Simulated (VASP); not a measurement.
# PbSe (P6_3/mmc) in VASP: a series of runs

One crystal, PbSe, is run at these levels: r2SCAN; tasks: single point.

Program: VASP 6.6.1. These are calculated values, not measurements. Logs are shortened: lines on timing, memory, paths and dates and some standing lists are left out, and cuts for length are marked.

## 1. The structure

Symmetry: P6_3/mmc, No. 194, hexagonal system. Conventional cell: a = 5.174 Å, b = 5.174 Å, c = 6.213 Å, α = 90.00°, β = 90.00°, γ = 120.00°. Pb (site symmetry -6m2) has 5 Se at 2.99 to 3.11 Å as nearest neighbours. Around Se (site symmetry -6m2) lie 5 Pb at 2.99 to 3.11 Å.

The cell was built by a generator and needn't be a form met in nature.

## 2. Single point, r2SCAN

File POSCAR:

```
PbSe
1.0
    5.1741302537      0.0000000000      0.0000000000
   -2.5870651268      4.4809282423      0.0000000000
    0.0000000000      0.0000000000      6.2132838629
Pb Se
2 2
Direct
    0.3333333333      0.6666666667      0.2500000000
    0.6666666667      0.3333333333      0.7500000000
    0.6666666667      0.3333333333      0.2500000000
    0.3333333333      0.6666666667      0.7500000000
```

File INCAR.step1:

```
SYSTEM = PbSe
PREC = Accurate ; ENCUT = 520
ISMEAR = 0 ; SIGMA = 0.01
LREAL = .False. ; LASPH = .True.
NELM = 100 ; NBANDS = 28
GGA = PE ; ALGO = Normal
EDIFF = 1E-4 ; LWAVE = .True.
LCHARG = .False.
```

File INCAR.step2:

```
SYSTEM = PbSe
PREC = Accurate ; ENCUT = 520
EDIFF = 1E-6 ; ISMEAR = 0
SIGMA = 0.01 ; LREAL = .False.
LASPH = .True. ; NELM = 100
ALGO = Normal ; ISIF = 2
LWAVE = .False. ; LCHARG = .False.
METAGGA = R2SCAN ; LMIXTAU = .True.
NBANDS = 28 ; ISTART = 1
```

File KPOINTS:

```
regular mesh
0
Gamma
  6 6 4
  0 0 0
```

Potentials or basis: VASP PAW PBE potentials, release 64 (Pb_d, Se).

Command:

```bash
> cat potpaw_PBE.64/Pb_d/POTCAR potpaw_PBE.64/Se/POTCAR > POTCAR
> cp INCAR.step1 INCAR
> mpirun -np 1 vasp_std > vasp.out
> cp INCAR.step2 INCAR
> mpirun -np 1 vasp_std > vasp.out
```

OUTCAR:

```text
SYSTEM = PbSe
   PREC = Accurate
   ENCUT = 520
   EDIFF = 1E-6
   ISMEAR = 0
   LREAL = .False.
   LASPH = .True.
   NELM = 100
   ISIF = 2
   METAGGA = R2SCAN
   ISTART = 1

 ion  position               nearest neighbor table
   1  0.333  0.667  0.250-   3 2.99   3 2.99   3 2.99   4 3.11   4 3.11
   2  0.667  0.333  0.750-   4 2.99   4 2.99   4 2.99   3 3.11   3 3.11
   3  0.667  0.333  0.250-   1 2.99   1 2.99   1 2.99   2 3.11   2 3.11
   4  0.333  0.667  0.750-   2 2.99   2 2.99   2 2.99   1 3.11   1 3.11

  LATTYP: Found a hexagonal cell.
 ALAT       =     5.1741302537
 C/A-ratio  =     1.2008363837

  Lattice vectors:

 A1 = (   5.1741302537,   0.0000000000,   0.0000000000)
 A2 = (  -2.5870651268,   4.4809282423,   0.0000000000)
 A3 = (   0.0000000000,   0.0000000000,   6.2132838629)

Analysis of symmetry for initial positions (statically):
=====================================================================
 Subroutine PRICEL returns:
 Original cell was already a primitive cell.

 Routine SETGRP: Setting up the symmetry group for a
 hexagonal supercell.

 Subroutine GETGRP returns: Found 24 space group operations
 (whereof 12 operations were pure point group operations)
 out of a pool of 24 trial point group operations.

The static configuration has the point symmetry D_3d.
 The point group associated with its full space group is D_6h.

Analysis of symmetry for dynamics (positions and initial velocities):
=====================================================================
 Subroutine PRICEL returns:
 Original cell was already a primitive cell.

 Routine SETGRP: Setting up the symmetry group for a
 hexagonal supercell.

 Subroutine GETGRP returns: Found 24 space group operations
 (whereof 12 operations were pure point group operations)
 out of a pool of 24 trial point group operations.

The dynamic configuration has the point symmetry D_3d.
 The point group associated with its full space group is D_6h.

 Subroutine INISYM returns: Found 24 space group operations
 (whereof 12 operations are pure point group operations),
 and found     1 'primitive' translations

----------------------------------------------------------------------------------------

[... 89 lines left out ...]
   LASPH  =      T    aspherical Exc in radial PAW
   ENCUT  =  520.0 eV  38.22 Ry    6.18 a.u.   9.62  9.62 11.55*2*pi/ulx,y,z
   NELM   =    100;   NELMIN=  2; NELMDL=  0     # of ELM steps
   EDIFF  = 0.1E-05   stopping-criterion for ELM
   LREAL  =      F    real-space projection
   EDIFFG = 0.1E-04   stopping-criterion for IOM
   NSW    =      0    number of steps for IOM
   IBRION =     -1    ionic relax: 0-MD 1-quasi-New 2-CG
   NFREE  =      0    steps in history (QN), initial steepest desc. (CG)
   ISIF   =      2    stress and relaxation
   ISYM   =      2    0-nonsym 1-usesym 2-fastsym
   POTIM  = 0.5000    time-step for ionic-motion
   TEBEG  =    0.0;   TEEND  =   0.0 temperature during run
   PSTRESS=    0.0 pullay stress
   NELECT =      40.0000    total number of electrons
   NUPDOWN=      -1.0000    fix difference up-down
   EMIN   =  10.00;   EMAX   =-10.00  energy-range for DOS
   EFERMI =   0.00;   METHOD = LEGACY
   ISMEAR =     0;   SIGMA  =   0.01  broadening in eV -4-tet -1-fermi 0-gaus
   EFERMI_NEDOS =   21; number of points for ismear=-14 and -15
   IALGO  =     38    algorithm
   IMIX   =      4    mixing-type and parameters
     AMIX     =   0.40;   BMIX     =  1.00
     AMIX_MAG =   1.60;   BMIX_MAG =  1.00
  volume/ion in A,a.u.               =      36.01       243.03
  Fermi-wavevector in a.u.,A,eV,Ry     =   1.068036  2.018296 15.520184  1.140701
  Thomas-Fermi vector in A             =   2.203672
   LORBIT       =      0    0 simple, 1 ext, 2 COOP (PROOUT), +10 PAW based schemes
   METAGGA = R2SCAN    functional components
   LHFCALC =     F    Hartree Fock is set to
   AEXX    =    0.0000 exact exchange contribution
   IVDW    =     0    specifies the selected vdW correction
   LEPSILON=     F    determine dielectric tensor
   LRPA    =     F    only Hartree local field effects (RPA)
 non-spin polarized calculation
 Gauss-broadening in eV      SIGMA  =   0.01
  energy-cutoff  :      520.00
  volume of cell :      144.05
 maximum number of plane-waves:      3912
 NGX is ok and might be reduce to    40
   NGX = 19   NGY = 19   NGZ = 23

 number of electron      39.9999997 magnetization

 Free energy of the ion-electron system (eV)
  ---------------------------------------------------
  ext. energy  EPLUGINS =         0.00000000
  ---------------------------------------------------
  free energy    TOTEN  =      -143.40181556 eV

  energy without entropy =     -143.40181556  energy(sigma->0) =     -143.40181556

 E-fermi :   2.9544     XC(G=0):  -8.7478

 val. band max:        2.9045351491   @ k =   0.3333   0.3333   0.5000
 cond. band min:       4.3820350253   @ k =   0.3333   0.3333   0.5000
 fundamental gap:      1.4774998762
 Fermi energy:         2.9544086626

 k-point     1 :       0.0000    0.0000    0.0000
  band No.  band energies     occupation
      1     -14.5637      2.00000
      2     -14.4743      2.00000
      3     -14.4743      2.00000
      4     -14.4737      2.00000
      5     -14.4737      2.00000
      6     -14.4681      2.00000
[... 640 lines left out ...]
     27       9.5979      0.00000
     28       9.5979      0.00000

------------------------ aborting loop because EDIFF is reached ----------------------------------------

  FORCE on cell =-STRESS in cart. coord.  units (eV):
  Direction    XX          YY          ZZ          XY          YZ          ZX
  --------------------------------------------------------------------------------------
  -------------------------------------------------------------------------------------
  Total        0.0023243      0.0023243     -0.0220842      0.0000000     -0.0000000      0.0000000
  in kB        0.0258506      0.0258506     -0.2456206      0.0000000     -0.0000000      0.0000000
  external PRESSURE =      -0.0646398 kB  Pullay stress =       0.0000000 kB

 VOLUME and BASIS-vectors are now :
 -----------------------------------------------------------------------------
  energy-cutoff  :      520.00
  volume of cell :      144.05
      direct lattice vectors                 reciprocal lattice vectors
     5.174130254  0.000000000  0.000000000     0.193269197  0.111584023  0.000000000
    -2.587065127  4.480928242  0.000000000     0.000000000  0.223168046  0.000000000
     0.000000000  0.000000000  6.213283863     0.000000000  0.000000000  0.160945487

 POSITION                                       TOTAL-FORCE (eV/Angst)
 -----------------------------------------------------------------------------------
     -0.00000      2.98729      1.55332         0.000000      0.000000     -0.000000
      2.58707      1.49364      4.65996        -0.000000     -0.000000      0.000000
      2.58707      1.49364      1.55332         0.000000     -0.000000      0.000000
     -0.00000      2.98729      4.65996        -0.000000      0.000000      0.000000
 -----------------------------------------------------------------------------------
    total drift:                               -0.000000     -0.000000     -0.000000

  FREE ENERGIE OF THE ION-ELECTRON SYSTEM (eV)
  ---------------------------------------------------
  free  energy   TOTEN  =      -143.4018155599 eV

  energy  without entropy=     -143.4018155599  energy(sigma->0) =     -143.40181556
```

OUTCAR.step1:

```text
SYSTEM = PbSe
   PREC = Accurate
   ENCUT = 520
   ISMEAR = 0
   LREAL = .False.
   LASPH = .True.
   NELM = 100
[... 877 lines left out ...]
      2.58707      1.49364      4.65996        -0.000000      0.000000      0.000000
      2.58707      1.49364      1.55332         0.000000     -0.000000      0.000000
     -0.00000      2.98729      4.65996        -0.000000      0.000000      0.000000
 -----------------------------------------------------------------------------------
    total drift:                               -0.000000     -0.000000     -0.000000

  FREE ENERGIE OF THE ION-ELECTRON SYSTEM (eV)
  ---------------------------------------------------
  free  energy   TOTEN  =       -16.0735992985 eV

  energy  without entropy=      -16.0735992985  energy(sigma->0) =      -16.07359930
```

Wall time 2.1 min (1 thread of Intel Xeon 6975P-C (Granite Rapids), shared host); peak memory 0.33 GiB.

What came out:

* Free energy: -143.4018 eV
* Pressure: 0.0 GPa
* Band gap on the k mesh: 1.48 eV, direct

Caveat: the PAW data sets were made with another functional, which shifts forces and pressure a little; spin-orbit coupling is left out, which as a rule narrows the gap of such compounds by several tenths of an eV. A k mesh can miss the band edges.

## 3. Single point, r2SCAN

POSCAR is that of step 2.

File INCAR.step1:

```
PREC = Accurate ; ENCUT = 520
ISMEAR = 0 ; SIGMA = 0.01
LREAL = F ; LASPH = T
NELM = 100 ; NBANDS = 28
GGA = PE ; ALGO = Normal
EDIFF = 1E-4 ; LWAVE = T
LCHARG = F ; ISYM = 0
```

File INCAR.step2:

```
PREC = Accurate ; ENCUT = 520
EDIFF = 1E-6 ; ISMEAR = 0
SIGMA = 0.01 ; LREAL = F
LASPH = T ; NELM = 100
ALGO = Normal ; ISIF = 2
LWAVE = F ; LCHARG = T
METAGGA = R2SCAN ; LMIXTAU = T
LELF = T ; LVHAR = T
NBANDS = 28 ; ISTART = 1
ISYM = 0
```

File KPOINTS:

```
Automatic mesh
0
Gamma
  6 6 4
  0.5 0.5 0.5
```

Potentials or basis: VASP PAW PBE potentials, release 64 (Pb_d, Se).

Command:

```bash
> cat potpaw_PBE.64/Pb_d/POTCAR potpaw_PBE.64/Se/POTCAR > POTCAR
> cp INCAR.step1 INCAR
> mpirun -np 1 vasp_std > vasp.out
> cp INCAR.step2 INCAR
> mpirun -np 1 vasp_std > vasp.out
```

Wall time 19 min (1 thread of Intel Xeon 6975P-C (Granite Rapids), shared host); peak memory 0.83 GiB.

The run converged. Its results:

```yaml
Free_energy: -143.4176 eV
Pressure: 0.0 GPa
Band_gap_on_the_k_mesh: 1.90 eV, indirect (least direct gap 2.11 eV)
```

Stress tensor (GPa, compression positive):
```
 0.17  0.00  0.00
 0.00  0.17  0.00
 0.00  0.00 -0.48
```

Levels at points of the mesh, in eV from the valence-band top:
```
           k point  band 18  band 19  band 20  band 21  band 22  band 23
(0.08, 0.08, 0.12)    -1.72    -1.54    -1.28     1.99     2.56     3.46
```

Caveat: the PAW data sets were made with another functional, which shifts forces and pressure a little; spin-orbit coupling is left out, which as a rule narrows the gap of such compounds by several tenths of an eV.

## 4. Single point, r2SCAN

POSCAR is that of step 3.

File INCAR.step1:

```
SYSTEM = PbSe
  PREC = Accurate
  ENCUT = 520
  ISMEAR = -5
  SIGMA = 0.1
  LREAL = .False.
  LASPH = .True.
  NELM = 100
  NBANDS = 28
  GGA = PE
  ALGO = Normal
  EDIFF = 1E-4
  LWAVE = .True.
  LCHARG = .False.
```

File INCAR.step2:

```
SYSTEM = PbSe
  PREC = Accurate
  ENCUT = 520
  EDIFF = 1E-6
  ISMEAR = -5
  SIGMA = 0.1
  LREAL = .False.
  LASPH = .True.
  NELM = 100
  ALGO = Normal
  ISIF = 2
  LWAVE = .False.
  LCHARG = .False.
  METAGGA = R2SCAN
  LMIXTAU = .True.
  NBANDS = 28
  ISTART = 1
```

File KPOINTS:

```
regular mesh
0
Gamma
  6 6 4
  0 0 0
```

Command:

```bash
> cat potpaw_PBE.64/Pb_d/POTCAR potpaw_PBE.64/Se/POTCAR > POTCAR
> cp INCAR.step1 INCAR
> mpirun -np 1 vasp_std > vasp.out
> cp INCAR.step2 INCAR
> mpirun -np 1 vasp_std > vasp.out
```

Wall time 2.2 min (1 thread of Intel Xeon 6975P-C (Granite Rapids), shared host); peak memory 0.33 GiB.

Results (log left out):

```yaml
Free_energy: -143.4018 eV
Pressure: 0.0 GPa
Band_gap_on_the_k_mesh: 1.48 eV, direct
```

Levels at points of the mesh, in eV from the valence-band top:
```tsv
k point	band 18	band 19	band 20	band 21	band 22	band 23
(0.00, 0.00, 0.00)	-1.82	-1.82	-1.81	1.96	1.96	3.46
(0.50, 0.00, 0.00)	-2.22	-2.13	-0.66	2.93	3.44	4.35
(0.00, 0.00, 0.50)	-2.44	-1.33	-1.33	2.36	2.36	2.36
(0.50, 0.00, 0.50)	-1.80	-0.68	-0.68	1.68	1.68	3.18
```

Caveat: the PAW data sets were made with another functional, which shifts forces and pressure a little; spin-orbit coupling is left out, which as a rule narrows the gap of such compounds by several tenths of an eV.

## 5. Overview

```tsv
k mesh	smearing	gap on the mesh (eV)	pressure (GPa)
6 × 6 × 4	gaussian 0.01 eV	1.48	0.0
6 × 6 × 4, shifted	gaussian 0.01 eV	1.90	0.0
6 × 6 × 4	tetrahedron	1.48	0.0
```

Alike in all rows: task single point; level r2SCAN; potentials or basis VASP PAW PBE potentials, release 64 (Pb_d, Se); no spin polarisation; cell as given; cutoff (eV) 520.

On the cell as given the gap runs from 1.48 eV (r2SCAN) to 1.90 eV (r2SCAN).

Caveats: the PAW data sets were made with another functional, which shifts forces and pressure a little; spin-orbit coupling is left out, which as a rule narrows the gap of such compounds by several tenths of an eV.

Absolute energies hang on the potentials; compare differences alone.
